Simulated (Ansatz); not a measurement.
**TiCo: clamped-ion strain scan**

All numbers below come from DFT PBE, scalar-relativistic, plane waves, PAW in Ansatz. The runs took a 420 eV cutoff, a Γ-centred 16×16×16 mesh and Gaussian smearing (0.15 eV). Collinear spins, started from moments 0.0, 0.6 μB in atom order; the magnetic state may not be the lowest. Energies are free energies at this smearing, counted from the undisturbed cell; pressure is positive in compression.

The undisturbed cell (as given, not relaxed at this level; it stands at -0.1 GPa, and it needn't be the usual structure):

```
Ti Co
1.0
     2.98611    0.00000    0.00000
     0.00000    2.98611    0.00000
     0.00000    0.00000    2.98611
Ti Co
1 1
Direct
  0.00000 0.00000 0.00000
  0.50000 0.50000 0.50000
```

The cell is strained by ε times the Voigt pattern (0, 1, 0, 0, 0, 0) (xx, yy, zz, yz, xz, xy; engineering shear) with fractional coordinates fixed. The cell is metallic on the mesh throughout.

| ε | ΔE (meV/atom) | stress summed along the pattern (GPa, tension positive) | pressure (GPa) | moment (μB/cell) |
| --- | --- | --- | --- | --- |
| -0.0600 | 38.8 | ? | ? | 0.63 |
| -0.0450 | 21.7 | -11.83 | 7.9 | 0.76 |
| -0.0300 | 9.5 | -7.74 | 5.1 | 0.82 |
| -0.0150 | 2.3 | -3.81 | 2.4 | 0.85 |
| 0.0000 | 0.0 | 0.11 | -0.1 | 0.87 |
| 0.0150 | 2.5 | 3.93 | -2.5 | 0.88 |
| 0.0300 | ? | 7.42 | ? | 0.88 |
| 0.0450 | 20.9 | 10.51 | -6.8 | 0.87 |
| 0.0525 | ? | ? | -7.8 | 0.87 |
| 0.0600 | 35.7 | 13.27 | -8.7 | 0.86 |

(1) Give the withheld values.

Results:

(1) stress summed along the pattern (GPa, tension positive) at ε = -0.0600: -15.45; pressure (GPa) at ε = -0.0600: 10.7; ΔE (meV/atom) at ε = 0.0300: 9.7; pressure (GPa) at ε = 0.0300: -4.8; ΔE (meV/atom) at ε = 0.0525: 27.9; stress summed along the pattern (GPa, tension positive) at ε = 0.0525: 11.93.